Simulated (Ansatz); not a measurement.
PbSe (zincblende), relaxed with r2SCAN: it is cubic, F-43m (No. 216); conventional cell a = 6.846 Å, 40.11 Å³ an atom. Pb has 4 Se at 2.96 Å; Se has 4 Pb at 2.96 Å. One-shot G0W0@PBE in the plane-wave code Ansatz on a 4×4×4 mesh (contour deformation, no spin-orbit coupling), from a PBE gap of 0.620 eV over the mesh points (the G0W0 gap is indirect on the mesh); the number N of bands summed and the screening cutoff rise together. All values are calculated for a non-magnetic cell, which may be hypothetical.

| N | cutoff (eV) | 1000/N | G0W0 gap (eV) |
| --- | --- | --- | --- |
| 197 | 100 | 5.076 | 0.977 |
| 454 | 180 | 2.203 | 1.116 |

Problem. Lay a straight line in 1000/N through these rows.

Solution. The slope is -0.0484 eV per unit of 1000/N and the intercept 1.223 eV.

Problem. Predict the gap at N = 868 (260 eV).

Solution. 1.223 + (-0.0484) × 1.152 = 1.167 eV; the run gives 1.173 eV, +0.006 eV from the line.

Problem. With that run's result added, what limit do the last two rows suggest?

Solution. Their slope is (1.173 − 1.116)/(1.152 − 2.203) = -0.0542, which meets 1/N = 0 at 1.24 eV, against 1.223 eV from the first line. The slope steepens, so 1/N isn't yet asymptotic and the true limit probably lies higher still; the k mesh isn't extrapolated.

Spin-orbit coupling is left out; in compounds of Pb, Bi, Tl or Hg it can lower a gap by up to about 1 eV, split its edges or invert the bands.
